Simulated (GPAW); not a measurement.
The system is Ru.

```xyz
2
Lattice="2.7058 0.0000 0.0000 -1.3529 2.3433 0.0000 0.0000 0.0000 4.2819" Properties=species:S:1:pos:R:3 pbc="T T T"
Ru    1.3529    0.7811    3.2114
Ru    0.0000    1.5622    1.0705
```

Base run:

- Program: GPAW 26.7.0
- Functional: PBE
- Potentials or basis: GPAW PAW data sets (gpaw-data 1.2.1)
- Cutoff: 600 eV
- Basis: pw
- k mesh: 11 × 11 × 6
- Occupations: fermi-dirac, width 0.05 eV
- Spin: no spin polarisation
- Hubbard terms: Ru d U = 4 eV

Its results: band gap on the k mesh none (metal or under the smearing width); pressure -5.7 GPa.

After a change of settings the same cell gave: band gap on the k mesh none (metal or under the smearing width); pressure -3.3 GPa. Which change was it?
A. hubbard terms from Ru d U = 4 eV to Ru d U = 6 eV
B. hubbard terms from Ru d U = 4 eV to Ru d U = 3 eV
C. hubbard terms from Ru d U = 4 eV to none

B.

Caveats: U without spin polarisation on a metal has little footing; the U is typed as a test and isn't derived for this compound.
